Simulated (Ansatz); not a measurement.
## How the geometry moves the gap of RbBr (Fm-3m)

How far does the choice of cell move the gap? The case is RbBr (Fm-3m).

Program: Ansatz 0.2.0. Level of theory: PBE, HSE06 and G0W0, plane waves, PAW. Results are calculated unless marked as measured.

Report form: the programs' logs are mostly left out.

The database entry behind the starting cell differs from later determinations by our own check (about 0.5 % short), so it need not match the best structure at ambient conditions.

## 1. The structure

Symmetry: Fm-3m, No. 225, cubic system. Conventional cell: a = 6.854 Å, b = 6.854 Å, c = 6.854 Å, α = 90.00°, β = 90.00°, γ = 90.00°. Nearest to Rb lie 6 Br at 3.43 Å. Br has 6 Rb at 3.43 Å nearest. Farther neighbours and most contacts between anions are not listed.

As a file:

```cif
data_structure
_symmetry_space_group_name_H-M 'Fm-3m'
_symmetry_Int_Tables_number 225
_cell_length_a 6.8540
_cell_length_b 6.8540
_cell_length_c 6.8540
_cell_angle_alpha 90.000
_cell_angle_beta 90.000
_cell_angle_gamma 90.000
_cell_volume 321.98
loop_
_atom_site_label
_atom_site_type_symbol
_atom_site_symmetry_multiplicity
_atom_site_Wyckoff_symbol
_atom_site_fract_x
_atom_site_fract_y
_atom_site_fract_z
_atom_site_occupancy
Rb1 Rb 4 a 0.00000 0.00000 0.00000 1
Br1 Br 4 b 0.50000 0.00000 0.00000 1
```

The cell and positions come from the Crystallography Open Database and are kept as given unless a step says otherwise.

## 2. PBE bands at the given cell

The cheap functional maps the bands first; the places of the edges decide which points the dearer methods must see.

This step: DFT, PBE, plane waves, PAW; PAW set soft_1.

input.yaml reads:

```yaml
crystal:
  lattice:
    - [0.0, 3.427, 3.427]
    - [3.427, 0.0, 3.427]
    - [3.427, 3.427, 0.0]
  atoms:
    - { symbol: Rb, position: [0.0, 0.0, 0.0] }
    - { symbol: Br, position: [0.5, 0.5, 0.5] }
kpoints:
  mp_grid: { grid: [6, 6, 6] }
  band_path:
    path:
      - [[0.0, 0.0, 0.0], [0.5, 0.0, 0.5], [0.625, 0.25, 0.625]]
      - [[0.375, 0.375, 0.75], [0.0, 0.0, 0.0], [0.5, 0.5, 0.5], [0.5, 0.25, 0.75], [0.5, 0.0, 0.5]]
    npoints: 10
hamiltonian:
  xc: pbe
  pseudopotentials: { kind: paw, azcp: { folder: soft_1 } }
scf:
  occupations: { method: fermi_dirac, width: 0.02 }
  n_extra_bands: 4
output:
  eigenvalues: true
```

Started as:

```bash
$ ansatz run input.yaml --threads 24 --pin off --max-ram 82944MiB --backend cuda --events-out ev --progress --plain --runs-dir out --devices 1 --max-vram 78GiB
```

It took 2 s on 1 × NVIDIA GB200 (shared by 2 runs) with 24 threads of Arm Neoverse V2, shared host; peak memory 0.97 GiB; 1.9 s of CPU time.

Numbers from this step:

| Item | Value |
| --- | --- |
| filled bands | 8 |
| gap | 4.364 eV |
| valence top at | Γ |
| conduction bottom at | Γ |
| least direct gap | 4.364 eV |

The gap is direct, at Γ.

## 3. The relaxed cell

Cell and ions were relaxed with PBE; that run is not shown. It left this cell:

The structure is cubic, space group Fm-3m (No. 225). The conventional cell has a = 7.017 Å, b = 7.017 Å, c = 7.017 Å, α = 90.00°, β = 90.00°, γ = 90.00°. Nearest to Rb lie 6 Br at 3.51 Å. Nearest to Br lie 6 Rb at 3.51 Å. Farther neighbours and most contacts between anions are not listed.

## 4. PBE at the relaxed cell

The cell differs from the one that the last finished run ended in (a 4.847 → 4.962 Å, b 4.847 → 4.962 Å, c 4.847 → 4.962 Å).

Changes to input.yaml since step 2:

```diff
@@ -2,5 +2,5 @@
   lattice:
-    - [0.0, 3.427, 3.427]
-    - [3.427, 0.0, 3.427]
-    - [3.427, 3.427, 0.0]
+    - [0.0, 3.5085151884, 3.5085151884]
+    - [3.5085151884, 0.0, 3.5085151884]
+    - [3.5085151884, 3.5085151884, 0.0]
   atoms:
```

The job ended after 1.7 s (1 × NVIDIA GB200 (shared by 2 runs) with 24 threads; peak memory 1 GiB; 1.8 s of CPU time).

This step gave:

```yaml
gap: 4.191 eV
valence_top_at: Γ
conduction_bottom_at: Γ
least_direct_gap: 4.191 eV
```

The gap is direct, at Γ.

## 5. HSE06 at the relaxed cell

The screened hybrid is the usual rung above semilocal functionals: a quarter of exact exchange, cut off beyond a few ångström.

This step: DFT, HSE06, plane waves, PAW; PAW set soft_1.

input.yaml, the sections that differ from step 4:

```yaml
kpoints:
  mp_grid: { grid: [4, 4, 4] }
  band_path:
    path:
      - [0.0, 0.0, 0.0]
      - [0.5, 0.0, 0.5]
      - [0.625, 0.25, 0.625]
      - [0.375, 0.375, 0.75]
      - [0.5, 0.5, 0.5]
      - [0.5, 0.25, 0.75]
    npoints: 1
hamiltonian:
  xc: hse06
  pseudopotentials: { kind: paw, azcp: { folder: soft_1 } }
scf:
  occupations: { method: fixed }
  n_extra_bands: 4
# crystal, output: as in step 4
```

Elapsed: 4.3 s, on 1 × NVIDIA GB200 (shared by 2 runs) with 24 threads; peak memory 1.1 GiB.

This step gave:

```
gap                  : 5.332 eV
valence top at       : Γ
conduction bottom at : Γ
least direct gap     : 5.332 eV
```

The gap stands +1.14 eV against PBE.

## 6. G0W0 at the relaxed cell

Now the one-shot GW correction: screening in the RPA, then the self-energy of the levels asked for. This step takes PAW set soft_1 files.

This step: G0W0 on PBE, plane waves, PAW; PAW set soft_1.

input.yaml reads:

```yaml
crystal:
  lattice:
    - [0.0, 3.5085151884, 3.5085151884]
    - [3.5085151884, 0.0, 3.5085151884]
    - [3.5085151884, 3.5085151884, 0.0]
  atoms:
    - { symbol: Rb, position: [0.0, 0.0, 0.0] }
    - { symbol: Br, position: [0.5, 0.5, 0.5] }
kpoints:
  mp_grid: { grid: [4, 4, 4] }
hamiltonian:
  xc: pbe
  pseudopotentials: { kind: paw, azcp: { folder: soft_1 } }
scf:
  occupations: { method: fixed }
gw:
  n_empty_bands: 257
  ecut_chi: 120
  qp_bands: [v2, c2]
  qp_kpoints: band_edges
  screening: { model: contour_deformation }
```

Elapsed: 2.7 s, on 1 × NVIDIA GB200 (shared by 2 runs) with 24 threads; peak memory 1.2 GiB.

This step gave:

```
bands summed                                 : 265
RPA ε∞ on this mesh (eigenvalues)            : 2.277, 2.277, 2.277
plane waves in the screening matrix          : 259
G0W0 gap on the mesh                         : 6.652 eV
k of the valence top                         : 0, 0, 0
k of the conduction bottom                   : 0, 0, 0
starting gap on the mesh                     : 4.191 eV
least direct G0W0 gap on the computed points : 6.652 eV
```

The gap on the mesh goes from 4.19 eV to 6.65 eV, a correction of +2.46 eV. Between the two edge states, bare exchange in place of the xc potential would open the gap by 7.33 eV, and correlation takes back 4.87 eV.

## 7. G0W0 at the given cell

input.yaml, the sections that differ from step 6:

```yaml
crystal:
  lattice:
    - [0.0, 3.427, 3.427]
    - [3.427, 0.0, 3.427]
    - [3.427, 3.427, 0.0]
  atoms:
    - { symbol: Rb, position: [0.0, 0.0, 0.0] }
    - { symbol: Br, position: [0.5, 0.5, 0.5] }
gw:
  n_empty_bands: 240
  ecut_chi: 120
  qp_bands: [v2, c2]
  qp_kpoints: band_edges
  screening: { model: contour_deformation }
# kpoints, hamiltonian, scf: as in step 6
```

It took 2.6 s on 1 × NVIDIA GB200 (shared by 2 runs) with 24 threads; peak memory 1.2 GiB; 6.5 s of CPU time.

This step gave:

- bands summed: 248
- RPA ε∞ on this mesh (eigenvalues): 2.359, 2.359, 2.359
- plane waves in the screening matrix: 259
- G0W0 gap on the mesh: 6.789 eV
- k of the valence top: 0, 0, 0
- k of the conduction bottom: 0, 0, 0
- starting gap on the mesh: 4.364 eV
- least direct G0W0 gap on the computed points: 6.789 eV

The gap on the mesh goes from 4.36 eV to 6.79 eV, a correction of +2.42 eV. Between the two edge states, bare exchange in place of the xc potential would open the gap by 7.42 eV, and correlation takes back 5.00 eV.

## 8. Together

G0W0 rows are gaps on the mesh, lowered by the amount that the mesh misses the start's edges, a rough step that assumes the same correction there.

| level | given cell (eV) | relaxed cell (eV) | change (eV) |
| --- | --- | --- | --- |
| PBE | 4.36 | 4.19 | −0.17 |
| HSE06 | - | 5.33 | - |
| G0W0@PBE | 6.79 | 6.65 | −0.14 |

## 9. Results

```
volume change          : +7.3 %
PBE, given cell        : 4.36 eV
PBE, relaxed cell      : 4.19 eV
HSE06, relaxed cell    : 5.33 eV
G0W0@PBE, relaxed cell : 6.65 eV
G0W0@PBE, given cell   : 6.79 eV
known limits           : not at the basis limit; no spin-orbit coupling
```

In words: Relaxation changes the volume by +7.3 % and the gap by −0.17 eV (PBE) and −0.14 eV (G0W0@PBE). Bands and cutoff are finite, so the gap is not at the basis limit. The miss can reach some tenths of an eV and take either sign; the mesh is an error of its own. The many-body steps are scalar-relativistic: spin-orbit coupling is not in them.

[Paths, hosts, dates, memory and timing lines, banners, echoed tables and standing remarks are left out of the program output.]

[Logs are printed without paths, hosts, clocks, repeated set-up lines and the standing remarks that a program may print on its own settings, such as how far it seeks lower states.]

[Runs of the session that timed out or met a known fault of the program may be left out.]

[Cells called generated may have been cut or substituted from an entry of the Crystallography Open Database or the Materials Project.]

[Hosts, paths, dates, database ids (printed as entryN), source tags and the programs' standing remarks are cut or masked in the printed files.]
